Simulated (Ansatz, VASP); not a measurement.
InO: VASP beside Ansatz

The input INCAR:

```
PREC     = Accurate       # precision mode
ENCUT    = 520            # plane-wave cutoff, eV
EDIFF    = 1E-6           # SCF threshold, eV
ISMEAR   = -1             # smearing method
SIGMA    = 0.05           # smearing width, eV
LREAL    = F              # projectors in reciprocal space
LASPH    = T              # aspherical terms in the spheres
NELM     = 60             # most SCF steps
ALGO     = Normal         # electronic algorithm
ISIF     = 2              # what is computed and relaxed
LWAVE    = F              # write WAVECAR
LCHARG   = F              # write CHGCAR
GGA      = PE             # functional
NBANDS   = 27             # bands
```

Contents of KPOINTS:

```
Automatic mesh
0
Gamma
  9 9 2
```

Contents of POSCAR:

```
InO
1.0
    3.4069376227      0.0000000000      0.0000000000
   -1.7034688114      2.9504945304      0.0000000000
    0.0000000000      0.0000000000     15.6625182901
In O
2 2
Direct
    0.6666666667      0.3333333333      0.4099790000
    0.6666666667      0.3333333333      0.5900210000
    0.0000000000      0.0000000000      0.3601330000
    0.0000000000      0.0000000000      0.6398670000
```

input.yaml

```yaml
crystal:
  lattice:
    - [3.4069376227, 0.0, 0.0]
    - [-1.7034688114, 2.9504945304, 0.0]
    - [0.0, 0.0, 15.6625182901]
  atoms:
    - { symbol: In, position: [0.6666666667, 0.3333333333, 0.409979] }
    - { symbol: In, position: [0.6666666667, 0.3333333333, 0.590021] }
    - { symbol: O, position: [0.0, 0.0, 0.360133] }
    - { symbol: O, position: [0.0, 0.0, 0.639867] }
kpoints:
  mp_grid: { grid: [9, 9, 2] }
scf:
  occupations: { method: fermi_dirac, width: 0.05 }
hamiltonian:
  xc: pbe
  pseudopotentials: { kind: all_electron, lapw: { basis_error: 0.001 } }
output:
  forces: true
  stress: true
  eigenvalues: true
```

Change from the starting cell: volume scaled by 0.96.

Alike in both runs: task single point; functional PBE; k mesh 9 × 9 × 2; occupations fermi-dirac, width 0.05 eV; no spin polarisation.

|  | VASP | Ansatz |
| --- | --- | --- |
| version | VASP 6.6.1 | Ansatz 0.2.0 |
| potentials or method | VASP PAW PBE potentials, release 64 (In_d, O) | all-electron LAPW, scalar-relativistic |
| plane-wave cutoff (eV) | 520 | see its input |

Ansatz gave:

| Item | Value |
| --- | --- |
| gap on the k mesh at the Fermi level (eV) | 0.42 |
| least direct gap on the mesh (eV) | 1.23 |
| rms of the force components (eV/Å) | 0.134 |

**Question.** What did VASP give for the same quantities?

**Answer.** gap on the k mesh at the Fermi level (eV): 0.40; least direct gap on the mesh (eV): 1.22; rms of the force components (eV/Å): 0.152.

Atom by atom the forces differ by 0.019 eV/Å (rms over components). Ansatz ran all-electron here, so the differences hold the error of VASP's frozen core and of both bases.

Caveats: spin-orbit coupling is left out, which moves the levels of the heavy elements.
